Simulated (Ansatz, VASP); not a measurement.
## One calculation of CaS (Oldhamite), two programs

File INCAR:

```
ALGO     = Normal         # electronic algorithm
EDIFF    = 1E-7           # SCF threshold, eV
ENCUT    = 520            # plane-wave cutoff, eV
GGA      = PE             # functional
ISIF     = 2              # what is computed and relaxed
ISMEAR   = -1             # smearing method
LASPH    = T              # aspherical terms in the spheres
LCHARG   = F              # write CHGCAR
LREAL    = F              # projectors in reciprocal space
LWAVE    = F              # write WAVECAR
NBANDS   = 15             # bands
NELM     = 60             # most SCF steps
PREC     = Accurate       # precision mode
SIGMA    = 0.05           # smearing width, eV
```

File KPOINTS:

```
k-points
0
Gamma
  8 8 8
```

File POSCAR:

```
CaS
1.0
    0.0000000000      2.8430000000      2.8430000000
    2.8430000000      0.0000000000      2.8430000000
    2.8430000000      2.8430000000      0.0000000000
Ca S
1 1
Direct
    0.0000000000      0.0000000000      0.0000000000
    0.5000000000      0.5000000000      0.5000000000
```

File input.yaml:

```yaml
crystal:
  lattice:
    - [0.0, 2.843, 2.843]
    - [2.843, 0.0, 2.843]
    - [2.843, 2.843, 0.0]
  atoms:
    - { symbol: Ca, position: [0.0, 0.0, 0.0] }
    - { symbol: S, position: [0.5, 0.5, 0.5] }
hamiltonian:
  xc: pbe
  pseudopotentials: { kind: paw }
kpoints:
  mp_grid: { grid: [8, 8, 8] }
scf:
  occupations: { method: fermi_dirac, width: 0.05 }
output:
  forces: true
  stress: true
  eigenvalues: true
  write_density: true
  write_potential: true
  elf: true
  volumetric_format: npy
```

Alike in both runs: task single point; functional PBE; k mesh 8 × 8 × 8; occupations fermi-dirac, width 0.05 eV; no spin polarisation.

|  | VASP | Ansatz |
| --- | --- | --- |
| version | VASP 6.6.1 | Ansatz 0.2.0 |
| potentials or method | VASP PAW PBE potentials, release 64 (Ca_sv, S) | Ansatz PAW |
| plane-wave cutoff (eV) | 520 | 420 |
| valence electrons in the cell | 16 | 16 |

Ansatz gave:

```
gap on the k mesh at the Fermi level (eV) : 2.35
least direct gap on the mesh (eV)         : 3.16
pressure (GPa)                            : 0.8
```

Estimate VASP's values.

gap on the k mesh at the Fermi level (eV): 2.35; least direct gap on the mesh (eV): 3.16; pressure (GPa): 1.0.

A k mesh can miss the band edges.
